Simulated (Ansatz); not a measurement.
Crystal: NaI.

```
I Na
1.0
     0.00000    3.23640    3.23640
     3.23640    0.00000    3.23640
     3.23640    3.23640    0.00000
I Na
1 1
Direct
  0.50000 0.50000 0.50000
  0.00000 0.00000 0.00000
```

Base run:

* Program: Ansatz 0.2.0
* Functional: HSE06
* Potentials or basis: all-electron PAW datasets made for the crystal
* Cutoff: 290 eV
* Density cutoff: 1160 eV
* k mesh: 6 × 6 × 6
* Occupations: fermi-dirac, width 0.05 eV
* Spin: no spin polarisation

Its results: band gap on the k mesh 4.67 eV, direct.

**Question.** The run is repeated on the same cell with these changes: functional from HSE06 to PBE; cutoff from 290 eV to 260 eV; density cutoff from 1160 eV to 1040 eV. What comes out?

**Answer.** Band gap on the k mesh 3.64 eV, direct.

HSE06 gives the wider gap, since exact exchange removes part of the self-interaction.

Caveats: spin-orbit coupling is left out, which moves the levels of the heavy elements.

A k mesh can miss the band edges.

Not every run made on this cell is shown here.
